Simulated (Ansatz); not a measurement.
Here is an Ansatz 0.2.0 calculation.

input.yaml

```yaml
crystal:
  lattice:
    - [-1.59358157, 1.77661514, 1.74602158]
    - [1.50392065, -1.5066388, 1.38638431]
    - [1.54411154, 1.45716877, -1.47604523]
  atoms:
    - { symbol: Zn, position: [0.0, 0.0, 0.0] }
hamiltonian:
  xc: pbe
  pseudopotentials: { kind: paw }
kpoints:
  mp_grid: { grid: [11, 12, 12] }
scf:
  occupations: { method: fermi_dirac, width: 0.05 }
output:
  forces: true
  stress: true
  eigenvalues: true
relax:
  f_tol: 0.01
  max_steps: 40
  cell: { stress_tol: 0.05, p_target: 2.0 }
```

Potentials or basis: Ansatz PAW.

Launch:

```console
$ ansatz run input.yaml --threads 2 --pin off --max-ram 5632MiB --backend cpu --events-out ev --progress --plain --runs-dir out
```

Problem. Predict the relaxed volume.

Solution. 15.18 Å³/atom.

Problem. Estimate the relaxed cell.

Solution. a = 2.861 Å, b = 2.652 Å, c = 2.654 Å, α = 121.68°, β = 99.96°, γ = 106.01°.

Problem. Predict the space group after relaxing (to 0.05 Å).

Solution. C2/m (No. 12).

Final structure:
```cif
data_structure
_symmetry_space_group_name_H-M 'P 1'
_symmetry_Int_Tables_number 1
_cell_length_a 2.8606
_cell_length_b 2.6525
_cell_length_c 2.6540
_cell_angle_alpha 121.678
_cell_angle_beta 99.959
_cell_angle_gamma 106.015
_cell_volume 15.18
loop_
_atom_site_label
_atom_site_type_symbol
_atom_site_fract_x
_atom_site_fract_y
_atom_site_fract_z
_atom_site_occupancy
Zn1 Zn 0.00000 0.00000 0.00000 1
```
